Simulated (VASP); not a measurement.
## HfS2: relaxation of cell and atoms with PBE

HfS2:

```xyz
3
Lattice="3.6397 0.0000 0.0000 -1.8198 3.1520 0.0000 0.0000 0.0000 6.0556" Properties=species:S:1:pos:R:3 pbc="T T T"
Hf    0.0000    0.0000    0.0000
S     1.8198    1.0507    4.6262
S     0.0000    2.1014    1.4294
```

The cell is a database's computed one.

```
Program                : VASP 6.6.1
Task                   : relaxation of cell and atoms
Functional             : PBE
Potentials or basis    : VASP PAW PBE potentials, release 64 (Hf_pv, S)
Cutoff                 : 600 eV
k mesh                 : 9 × 9 × 5
Occupations            : gaussian, width 0.03 eV
Spin                   : no spin polarisation
Further INCAR settings : ALGO = Normal; EDIFF = 1e-06; IBRION = 2; EDIFFG = -0.01; NSW = 90; ISIF = 3
```

```yaml
Relaxed_volume: 25.61 Å³/atom
Relaxed_cell: a = 3.643 Å, b = 3.643 Å, c = 6.686 Å, α = 90.00°, β = 90.00°, γ = 120.00°
Space_group_after_relaxing_to_0.05_Å: P-3m1 (No. 164)
Energy_gained_by_relaxing: 6.6 meV/atom
Ionic_steps: 19
Pressure_after_relaxing: 0.0 GPa
Largest_force_after_relaxing: 0.007 eV/Å
Band_gap_on_the_k_mesh: 1.26 eV, indirect (least direct gap 2.08 eV)
```

Forces on the atoms (eV/Å):
```
Hf   0.000  0.000  0.000
S    0.000  0.000  0.007
S    0.000  0.000 -0.007
```

Step by step:
| step | energy change (eV) | largest force (eV/Å) | pressure (GPa) | volume (Å³) |
| --- | --- | --- | --- | --- |
| 1 | 0.0000 | 0.1498 | 1.32 | 69.47 |
| 2 | 0.0011 | 0.2898 | -1.53 | 71.40 |
| 3 | -0.0046 | 0.0618 | -0.08 | 70.38 |
| 4 | -0.0061 | 0.0777 | 0.00 | 70.45 |
| 5 | -0.0074 | 0.1254 | 0.23 | 70.66 |
| 6 | -0.0075 | 0.1131 | 0.17 | 70.62 |
| 7 | -0.0089 | 0.1019 | 0.17 | 70.90 |
| 8 | -0.0125 | 0.0640 | 0.19 | 71.76 |
| 9 | -0.0168 | 0.0156 | 0.27 | 73.50 |
| 10 | -0.0159 | 0.2004 | 0.63 | 76.99 |
| 11 | -0.0176 | 0.1272 | 0.51 | 75.43 |
| 12 | -0.0185 | 0.0775 | 0.19 | 75.98 |
| 13 | -0.0189 | 0.0215 | -0.17 | 76.63 |
| 14 | -0.0192 | 0.0148 | -0.15 | 76.67 |
| 15 | -0.0197 | 0.0076 | -0.06 | 76.81 |
| 16 | -0.0198 | 0.0146 | -0.04 | 76.85 |
| 17 | -0.0198 | 0.0157 | -0.03 | 76.85 |
| 18 | -0.0198 | 0.0174 | -0.02 | 76.86 |
| 19 | -0.0198 | 0.0073 | 0.01 | 76.84 |

Final structure:
```yaml
crystal:
  lattice:
    - [3.64286, 0.00000, 0.00000]
    - [-1.82143, 3.15481, 0.00000]
    - [0.00000, 0.00000, 6.68646]
  atoms:
    - { symbol: Hf, position: [0.00000, 0.00000, 0.00000] }
    - { symbol: S, position: [0.66667, 0.33333, 0.78386] }
    - { symbol: S, position: [0.33333, 0.66667, 0.21614] }
```

Levels at points of the mesh, in eV from the valence-band top:
```tsv
k point	band 8	band 9	band 10	band 11	band 12	band 13	band 14	band 15
(0.00, 0.00, 0.00)	-2.60	-0.42	0.00	0.00	2.08	2.08	2.71	5.31
```

Run time: 7.7 min on 1 thread of Intel(R) Xeon(R) Platinum 8488C (Sapphire Rapids) (shared host), peak memory 0.25 GiB.

Caveat: spin-orbit coupling is left out, which moves the levels of the heavy elements; an odd mesh through Γ misses points on the zone boundary, where band edges often lie; this functional lacks dispersion, which binds the layers, so the pressure and a relaxed spacing across them are unreliable. PBE gaps usually lie below the measured ones, often by a third to a half.
